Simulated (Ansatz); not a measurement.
# CdTe in Ansatz: the effect of functional

CdTe:

```
Te Cd
1.0
     0.00000    3.20500    3.20500
     3.20500    0.00000    3.20500
     3.20500    3.20500    0.00000
Te Cd
1 1
Cartesian
  4.8075 4.8075 4.8075
  0.0000 0.0000 0.0000
```

Alike in all runs:

| Quantity | Value |
| --- | --- |
| Program | Ansatz 0.2.0 |
| Task | single point |
| Potentials or basis | all-electron PAW datasets made for the crystal |
| k mesh | 6 × 6 × 6 |
| Occupations | fermi-dirac, width 0.05 eV |
| Spin | no spin polarisation |

```tsv
functional	cutoff	gap on the mesh (eV)	pressure (GPa)
PBEsol	240 eV (chosen from the basis error)	0.76	1.7
HSE06	270 eV (chosen from the basis error)	1.75	3.3
PBE0	270 eV (chosen from the basis error)	?	?
```

Problem. What does the run with functional PBE0 give?

Solution. gap on the mesh 2.35 eV; pressure 3.2 GPa.

Caveats: spin-orbit coupling is left out, which moves the levels of the heavy elements.

The runs don't all hold the same shells in valence.
